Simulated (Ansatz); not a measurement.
# TiC (Fm-3m) in Ansatz: equation of state

Aim: energy against volume of TiC in PBEsol, for its equilibrium volume and stiffness.

Everything below comes from runs of Ansatz 0.2.0. Logs are shortened: lines on timing, memory, paths and dates and some standing lists are left out, and cuts for length are marked.

### 1 The crystal as given

The structure is cubic, space group Fm-3m (No. 225). Conventional cell: a = 4.331 Å, b = 4.331 Å, c = 4.331 Å, α = 90.00°, β = 90.00°, γ = 90.00°. Ti (site symmetry m-3m) is surrounded by 6 C at 2.17 Å. C (site symmetry m-3m) is surrounded by 6 Ti at 2.17 Å.

The cell is a database's computed one.

### 2 Equation of state, PBEsol

Potentials or basis: all-electron LAPW, scalar-relativistic.

This step only gathers the single runs of the series.

Results:

* Equilibrium volume: 9.89 Å³/atom
* Bulk modulus: 268 GPa
* Pressure derivative of the bulk modulus: 4.0

Energy against volume, from the lowest point:
| volume (Å³/atom) | energy (meV/atom) |
| --- | --- |
| 9.548 | 10.24 |
| 9.752 | 1.37 |
| 9.955 | 0.00 |
| 10.158 | 5.39 |
| 10.361 | 16.89 |
| 10.564 | 33.90 |
| 10.767 | 55.86 |
